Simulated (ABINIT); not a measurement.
Crystal: PbS (Galena).

```
Pb S
1.0
     0.00000    2.96575    2.96575
     2.96575    0.00000    2.96575
     2.96575    2.96575    0.00000
Pb S
1 1
Cartesian
  0.0000 0.0000 0.0000
  2.9657 2.9657 2.9657
```

Base run:

| Property | Result |
| --- | --- |
| Program | ABINIT 10.8.3 (patched build) |
| Functional | RPBE |
| Potentials or basis | JTH PAW PBE v2.0 |
| Cutoff | 544 eV |
| k mesh | 8 × 8 × 8 |
| Occupations | fermi-dirac, width 0.05 eV |
| Spin | no spin polarisation |

Its results: band gap on the k mesh 0.45 eV, direct.

The run is repeated on the same cell with these changes: functional from RPBE to HLE16. What comes out?

Band gap on the k mesh 1.61 eV, direct.

Caveats: spin-orbit coupling is left out, which as a rule narrows the gap of such compounds by several tenths of an eV; the potentials were made for a functional far from this one (some runs).

A k mesh can miss the band edges.
